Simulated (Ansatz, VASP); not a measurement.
One calculation of Rb, two programs

```
CELL_PARAMETERS angstrom
4.25025 0.00000 0.00000
-2.12512 3.68082 0.00000
0.00000 0.00000 6.98629
ATOMIC_POSITIONS crystal
Rb 0.33333 0.66667 0.25000
Rb 0.66667 0.33333 0.75000
```

Alike in both runs: functional LDA; k mesh 9 × 9 × 5; occupations fermi-dirac, width 0.1 eV; no spin polarisation.

Ansatz relaxed the structure, and its values are those at the end. VASP's run is a single point on that final structure, the one shown.

|  | VASP | Ansatz |
| --- | --- | --- |
| version | VASP 6.6.1 | Ansatz 0.2.0 |
| potentials or method | VASP PAW LDA potentials, release 64 (Rb_sv) | PAW with Ansatz's default frozen-core files, scalar-relativistic |
| plane-wave cutoff (eV) | 520 | 420 |
| valence electrons in the cell | 18 | 18 |

```csv
,VASP,Ansatz,Ansatz less VASP
pressure (GPa),2.3,2.3,0.00
```
